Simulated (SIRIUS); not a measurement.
Crystal: Ge.

```
CELL_PARAMETERS angstrom
1.39715 -2.60052 0.00000
1.39715 2.60052 0.00000
0.00000 0.00000 2.69823
ATOMIC_POSITIONS crystal
Ge 0.50000 0.50000 0.00000
```

This isn't the form of Ge at room conditions, which is diamond.

Base run:

* Program: SIRIUS 7.10.0
* Functional: N12
* Potentials or basis: PseudoDojo 0.4.1 PBE standard (scalar relativistic)
* Cutoff: 1078 eV
* Density cutoff: 4311 eV
* k mesh: 9 × 9 × 8
* Occupations: fermi-dirac, width 0.05 eV
* Spin: no spin polarisation

Its results: band gap on the k mesh none (metal or under the smearing width); pressure -5.9 GPa.

Q: After a change of settings the same cell gave: band gap on the k mesh none (metal or under the smearing width); pressure 1.4 GPa. Which change was it?
A. functional from N12 to B97-D; libxc names from ["XC_GGA_X_N12", "XC_GGA_C_N12"] to ["XC_GGA_XC_B97_D"]
B. functional from N12 to RGE2; libxc names from ["XC_GGA_X_N12", "XC_GGA_C_N12"] to ["XC_GGA_X_RGE2", "XC_GGA_C_RGE2"]
C. functional from N12 to RPBE; libxc names from ["XC_GGA_X_N12", "XC_GGA_C_N12"] to ["XC_GGA_X_RPBE", "XC_GGA_C_PBE"]
D. functional from N12 to BLYP; libxc names from ["XC_GGA_X_N12", "XC_GGA_C_N12"] to ["XC_GGA_X_B88", "XC_GGA_C_LYP"]

A: C.

Caveats: the potentials were made for another functional, which shifts forces and pressure.

Runs at the PBE level aren't shown here.
